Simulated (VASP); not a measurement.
Wanted: the native input for a VASP 6.6.1 run.

| Property | Result |
| --- | --- |
| Task | relaxation of the atoms |
| Functional | PBE |
| Dispersion | D2 |
| Potentials or basis | VASP PAW PBE potentials, release 64 (Co) |
| Cutoff | 520 eV |
| k mesh | 9 × 9 × 1 |
| Occupations | fermi-dirac, width 0.05 eV |
| Spin | collinear spin, ferromagnetic start |
| Starting moments | [2.0, 2.0, 2.0, 2.0, 2.0] μB |
| Dipole correction | yes |
| Atoms held fixed (from 0) | [0, 1] |
| Further INCAR settings | ALGO = Normal; EDIFF = 1e-06; IBRION = 2; EDIFFG = -0.005; NSW = 60 |

The structure of Co lies in POSCAR:

```
Co
1.0
    2.4873648738      0.0000000000      0.0000000000
   -1.2436824369      2.1541211692      0.0000000000
    0.0000000000      0.0000000000     23.1265790068
Co
5
Selective dynamics
Direct
    0.6666666700      0.3333333400      0.3243021805  F F F
    0.3333333300      0.6666666600      0.4086859779  F F F
    0.6666666700      0.3333333400      0.5000000000  T T T
    0.3333333300      0.6666666600      0.5843837973  T T T
    0.6666666700      0.3333333400      0.6756978195  T T T
```

The slab is cut from a database's or a generator's crystal, which needn't be the stable form of the element.

These files were run (other wordings do the same):

INCAR

```
SYSTEM = Co
PREC = Accurate
ENCUT = 520
EDIFF = 1E-6
ISMEAR = -1
SIGMA = 0.05
LREAL = .False.
LASPH = .True.
NELM = 150
ALGO = Normal
ISIF = 2
LWAVE = .False.
LCHARG = .False.
ISPIN = 2
MAGMOM = 2 2 2 2 2
LORBIT = 11
LMAXMIX = 4
LDIPOL = .True.
IDIPOL = 3
DIPOL = 0.5 0.5 0.499
GGA = PE
IVDW = 1
IBRION = 2
NSW = 60
EDIFFG = -0.005
```

KPOINTS

```
regular mesh
0
Gamma
  9 9 1
  0 0 0
```

Potentials or basis: VASP PAW PBE potentials, release 64 (Co).

Command:

```console
$ cat potpaw_PBE.64/Co/POTCAR > POTCAR
$ mpirun -np 1 vasp_std > vasp.out
```

It gave:

```json
{"Energy gained by relaxing": "25.2 meV/atom", "Ionic steps": "22", "Band gap on the k mesh": "none (metal or under the smearing width)", "Net moment": "7.95 μB per cell", "Site moments": "Co +1.69, +1.58, +1.50, +1.68 μB", "Valence electrons inside the program's atomic spheres": "Co 8.15, 8.33, 8.34, 8.17", "Dispersion energy per atom": "-0.368 eV"}
```

Caveat: atom-pairwise D2, TS and ULG terms overbind metals.

Wall time 21 min on 1 thread of Intel(R) Xeon(R) 6975P-C (Granite Rapids), with other jobs on the host, peak memory 0.32 GiB.
